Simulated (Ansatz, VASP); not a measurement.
# Two plane-wave programs on TiAl

Contents of INCAR:

```
PREC     = Accurate       # precision mode
ENCUT    = 600            # plane-wave cutoff, eV
EDIFF    = 1E-6           # SCF threshold, eV
ISMEAR   = 0              # smearing method
SIGMA    = 0.1            # smearing width, eV
LREAL    = F              # projectors in reciprocal space
LASPH    = T              # aspherical terms in the spheres
NELM     = 100            # most SCF steps
ALGO     = Normal         # electronic algorithm
ISIF     = 3              # what is computed and relaxed
LWAVE    = F              # write WAVECAR
LCHARG   = F              # write CHGCAR
GGA      = PE             # functional
IBRION   = 2              # ionic algorithm
NSW      = 100            # ionic steps
EDIFFG   = -0.002         # ionic threshold
```

Contents of KPOINTS:

```
Automatic mesh
0
Gamma
  18 18 10
```

The input POSCAR:

```
TiAl
1.0
    2.8672622300      0.0000000000      0.0000000000
   -1.4336311200      2.4831219300      0.0000000000
    0.0000000000      0.0000000000      4.6780830000
Ti Al
1 1
Direct
    0.0000000000      0.0000000000      0.0000000000
    0.3333333300      0.6666666700      0.5000000000
```

Input for Ansatz:

```yaml
crystal:
  lattice:
    - [2.86726223, 0.0, 0.0]
    - [-1.43363112, 2.48312193, 0.0]
    - [0.0, 0.0, 4.678083]
  atoms:
    - { symbol: Ti, position: [0.0, 0.0, 0.0] }
    - { symbol: Al, position: [0.33333333, 0.66666667, 0.5] }
basis:
  ecutwfc: 420
kpoints:
  mp_grid: { grid: [18, 18, 10] }
hamiltonian:
  xc: pbe
  pseudopotentials: { kind: paw, azcp: { folder: soft_1 } }
scf:
  occupations: { method: gaussian, width: 0.1 }
output:
  forces: true
  stress: true
  eigenvalues: true
relax:
  adjacent_minimum: "off"
  f_tol: 0.002
  max_steps: 80
  cell: { stress_tol: 0.02 }
```

The cell comes from a database or a generator and needn't be the stable form of this composition.

Alike in both runs: task relaxation of cell and atoms; functional PBE; k mesh 18 × 18 × 10; occupations gaussian, width 0.1 eV; no spin polarisation.

```csv
,VASP,Ansatz
version,VASP 6.6.1,Ansatz 0.2.0
potentials or method,"VASP PAW PBE potentials, release 64 (Ti_sv, Al)","scalar-relativistic, plane waves, PAW"
plane-wave cutoff (eV),600,420
valence electrons in the cell,15,15
```

Ansatz gave:

| Quantity | Value |
| --- | --- |
| gap on the k mesh at the Fermi level, each at its own relaxed structure (eV) | none |
| relaxed volume (Å³/atom) | 16.71 |
| relaxed cell length with the largest relative difference (Å) | 2.881 |

Q: Estimate VASP's values.

A: gap on the k mesh at the Fermi level, each at its own relaxed structure (eV): none; relaxed volume (Å³/atom): 16.70; relaxed cell length with the largest relative difference (Å): 2.880.

A gap of «none» marks a metal or a gap that the smearing closes.
